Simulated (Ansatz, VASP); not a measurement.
**One calculation of AlN, two programs**

The input INCAR:

```
ALGO     = Normal         # electronic algorithm
EDIFF    = 1E-6           # SCF threshold, eV
ENCUT    = 520            # plane-wave cutoff, eV
GGA      = PE             # functional
ISIF     = 2              # what is computed and relaxed
ISMEAR   = 0              # smearing method
LASPH    = T              # aspherical terms in the spheres
LCHARG   = F              # write CHGCAR
LREAL    = F              # projectors in reciprocal space
LWAVE    = F              # write WAVECAR
NBANDS   = 11             # bands
NELM     = 80             # most SCF steps
PREC     = Accurate       # precision mode
SIGMA    = 0.05           # smearing width, eV
```

The input KPOINTS:

```
k-points
0
Gamma
  10 10 10
```

File POSCAR:

```
AlN
1.0
    0.0000000000      2.1839935596      2.1839935596
    2.1839935596      0.0000000000      2.1839935596
    2.1839935596      2.1839935596      0.0000000000
Al N
1 1
Direct
    0.0000000000      0.0000000000      0.0000000000
    0.7500000000      0.7500000000      0.7500000000
```

Input for Ansatz:

```yaml
crystal:
  lattice:
    - [0.0, 2.1839935596, 2.1839935596]
    - [2.1839935596, 0.0, 2.1839935596]
    - [2.1839935596, 2.1839935596, 0.0]
  atoms:
    - { symbol: Al, position: [0.0, 0.0, 0.0] }
    - { symbol: "N", position: [0.75, 0.75, 0.75] }
basis:
  ecutwfc: 520.0
kpoints:
  mp_grid: { grid: [10, 10, 10] }
hamiltonian:
  xc: pbe
scf:
  occupations: { method: gaussian, width: 0.05 }
output:
  forces: true
  stress: true
  eigenvalues: true
  write_density: true
  write_potential: true
  elf: true
  volumetric_format: npy
```

Measurements of this composition are mostly on another form, of space group No. 186.

Alike in both runs: task single point; functional PBE; k mesh 10 × 10 × 10; occupations gaussian, width 0.05 eV; no spin polarisation.

|  | VASP | Ansatz |
| --- | --- | --- |
| version | VASP 6.6.1 | Ansatz 0.2.0 |
| potentials or method | VASP PAW PBE potentials, release 64 (Al, N) | scalar-relativistic, plane waves, PAW |
| plane-wave cutoff (eV) | 520 | 520 |
| valence electrons in the cell | 8 | 8 |

|  | VASP | Ansatz | Ansatz less VASP |
| --- | --- | --- | --- |
| gap on the k mesh at the Fermi level (eV) | 3.32 | 3.33 | +0.008 |
| least direct gap on the mesh (eV) | 4.20 | 4.19 | -0.009 |
| pressure (GPa) | 4.6 | 4.9 | +0.28 |

A k mesh can miss the band edges. A hybrid or GW would open this gap; PBE tends to underestimate it.
